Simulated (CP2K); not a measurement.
Crystal: Nb.

```xyz
1
Lattice="2.9911 0.0000 0.0000 1.4955 2.5903 0.0000 1.4955 0.8634 2.4422" Properties=species:S:1:pos:R:3 pbc="T T T"
Nb    0.0000    0.0000    0.0000
```

This isn't the form of Nb at room conditions, which is bcc.

Base run:

- Program: CP2K 2026.2
- Functional: LDA
- Potentials or basis: POTENTIAL_UZH Nb GTH-PBE-q13; TZVP-MOLOPT-PBE-GTH basis
- Density cutoff: 9184 eV
- k mesh: 11 × 11 × 11
- Occupations: fermi-dirac, width 0.05 eV
- Spin: no spin polarisation

Its results: band gap on the k mesh none (metal or under the smearing width); pressure -9.1 GPa.

Question: After a change of settings the same cell gave: band gap on the k mesh none (metal or under the smearing width); pressure 8.8 GPa. Which change was it?
A. functional from LDA to vdW-DF2
B. functional from LDA to OLYP
C. functional from LDA to M06-L
D. functional from LDA to vdW-DF-cx

Answer: A.

Caveats: the potentials were made for another functional, which shifts forces and pressure; the basis of atomic orbitals isn't converged, which shifts pressures, moduli and gaps.

Runs at the PBE level aren't shown here.
